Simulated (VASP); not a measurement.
Here is a VASP 6.6.1 calculation.

File INCAR:

```
PREC     = Accurate       # precision mode
ENCUT    = 600            # plane-wave cutoff, eV
EDIFF    = 1E-6           # SCF threshold, eV
ISMEAR   = 0              # smearing method
SIGMA    = 0.03           # smearing width, eV
LREAL    = F              # projectors in reciprocal space
LASPH    = T              # aspherical terms in the spheres
NELM     = 80             # most SCF steps
ALGO     = Normal         # electronic algorithm
ISIF     = 3              # what is computed and relaxed
LWAVE    = F              # write WAVECAR
LCHARG   = F              # write CHGCAR
GGA      = PE             # functional
IVDW     = 12             # dispersion correction
IBRION   = 2              # ionic algorithm
NSW      = 90             # ionic steps
EDIFFG   = -0.01          # ionic threshold
KPAR     = 2
```

File KPOINTS:

```
Automatic mesh
0
Gamma
  4 8 6
```

The input POSCAR:

```
GeS
1.0
   10.4810000000      0.0000000000      0.0000000000
    0.0000000000      3.6460000000      0.0000000000
    0.0000000000      0.0000000000      4.2990000000
Ge S
4 4
Direct
    0.1221000000      0.2500000000      0.1277000000
    0.3779000000      0.7500000000      0.6277000000
    0.6221000000      0.2500000000      0.3723000000
    0.8779000000      0.7500000000      0.8723000000
    0.8495000000      0.2500000000      0.5023000000
    0.6505000000      0.7500000000      0.0023000000
    0.3495000000      0.2500000000      0.9977000000
    0.1505000000      0.7500000000      0.4977000000
```

Potentials or basis: VASP PAW PBE potentials, release 64 (Ge_d, S).

Run with:

```sh
$ cat potpaw_PBE.64/Ge_d/POTCAR potpaw_PBE.64/S/POTCAR > POTCAR
$ mpirun -np 2 vasp_std > vasp.out
```

(1) What does it give for the relaxed volume?

(2) Predict the relaxed cell.

(3) Predict the dispersion energy per atom.

(4) Estimate the space group after relaxing (to 0.05 Å).

Answers

(1) 21.35 Å³/atom.

(2) a = 10.656 Å, b = 3.685 Å, c = 4.349 Å, α = 90.00°, β = 90.00°, γ = 90.00°.

(3) -0.327 eV.

(4) Pnma (No. 62).
